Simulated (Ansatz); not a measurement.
# Ru: the cost of one run

Program: Ansatz 0.2.0. Level of theory: DFT PBE, scalar-relativistic, plane waves, PAW. These are calculated values, not measurements.

1 further run of the same task is left out (set aside as unsound or not needed).

## (1) The structure to begin with

The structure is hexagonal, space group P6_3/mmc (No. 194). Conventional cell: a = 2.706 Å, b = 2.706 Å, c = 4.282 Å, α = 90.00°, β = 90.00°, γ = 120.00°. Around Ru (site symmetry -6m2) lie 12 Ru at 2.65 to 2.71 Å.

Coordinates:

```
CELL_PARAMETERS angstrom
2.70580 0.00000 0.00000
-1.35290 2.34329 0.00000
0.00000 0.00000 4.28190
ATOMIC_POSITIONS crystal
Ru 0.33333 0.66667 0.25000
Ru 0.66667 0.33333 0.75000
```

The structure comes from the Crystallography Open Database.

## (2) A change within the space group

The change: strain xx, yy, zz, yz, xz, xy = +2.1, +2.1, -0.9, +0.0, +0.0, +0.0 %.

File input.yaml:

```yaml
crystal:
  lattice:
    - [2.7617011484, 0.0, 0.0]
    - [-1.3808505742, 2.3917033523, 0.0]
    - [0.0, 0.0, 4.241907054]
  atoms:
    - { symbol: Ru, position: [0.3333333333, 0.6666666667, 0.25] }
    - { symbol: Ru, position: [0.6666666667, 0.3333333333, 0.75] }
basis:
  ecutwfc: 420
kpoints:
  mp_grid: { grid: [18, 18, 10] }
hamiltonian:
  xc: pbe
scf:
  occupations: { method: gaussian, width: 0.1 }
output:
  forces: true
  stress: true
  eigenvalues: true
```

Launch:

```console
> ansatz run input.yaml --threads 1 --pin off --max-ram 1331MiB --backend cpu --events-out ev --progress --plain --runs-dir out
```

What time and memory should one allow on 1 thread of an Arm CPU, shared host?

About 5.8 s, with a peak of 0.36 GiB.
